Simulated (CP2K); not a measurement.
Runs of CP2K 2026.2 on ZnS (Wurtzite-4H). Symmetry: P6_3mc, No. 186, hexagonal system. The conventional cell has a = 3.823 Å, b = 3.823 Å, c = 12.520 Å, α = 90.00°, β = 90.00°, γ = 120.00°. Zn (site symmetry 3m) is surrounded by 4 S at 2.34 to 2.35 Å. Around Zn (site symmetry 3m) lie 4 S at 2.34 to 2.35 Å. Around S (site symmetry 3m) lie 4 Zn at 2.34 to 2.35 Å. S (site symmetry 3m) has 4 Zn at 2.34 to 2.35 Å as nearest neighbours. 

| level | potentials or basis | smearing | EPS_DEFAULT | NGRIDS | points a segment of the path (NPOINTS) | bands added on the path | CUTOFF of the grids | gap on the mesh (eV) | pressure (GPa) | largest force (eV/Å) |
| --- | --- | --- | --- | --- | --- | --- | --- | --- | --- | --- |
| PBEsol | POTENTIAL_UZH Zn GTH-PBE-q12, S GTH-PBE-q6; TZVP-MOLOPT-PBE-GTH basis | fermi-dirac 0.05 eV | 1.0E-9 | 5 | 10 | 6 | 450 Ry | (b) | -1.5 | - |
| r2SCAN | POTENTIAL_UZH Zn GTH-SCAN-q12, S GTH-SCAN-q6; TZVP-MOLOPT-SCAN-GTH basis | fermi-dirac 0.0259 eV | 1.0E-9 | 5 | 8 | 4 | 675 Ry | 2.52 | -1.2 | 0.04 |
| TB-mBJ | POTENTIAL_UZH Zn GTH-PBE-q12, S GTH-PBE-q6; TZVP-MOLOPT-PBE-GTH basis | fermi-dirac 0.01 eV | 1.0E-10 | 4 | 10 | 4 | 675 Ry | 1.82 | - | - |
| LDA | GTH_POTENTIALS Zn GTH-PADE-q12, S GTH-PADE-q6; TZVP-MOLOPT-PBE-GTH basis | fermi-dirac 0.0259 eV | 1.0E-9 | 4 | 8 | 2 | 450 Ry | (a) | -4.6 | 0.04 |

Alike in all rows: task band structure; no spin polarisation; cell as given; k mesh 8 × 8 × 3.

Question: Estimate the missing entries.

Answer: (a) 1.81; (b) 1.92.

Caveats: the basis of atomic orbitals isn't converged, which shifts pressures, moduli and gaps; the potentials were made for another functional, which shifts forces and pressure (some runs); the forces don't sum to zero, a sign of grid noise (some runs); this is a model potential without an energy functional, so only levels have meaning (some runs).

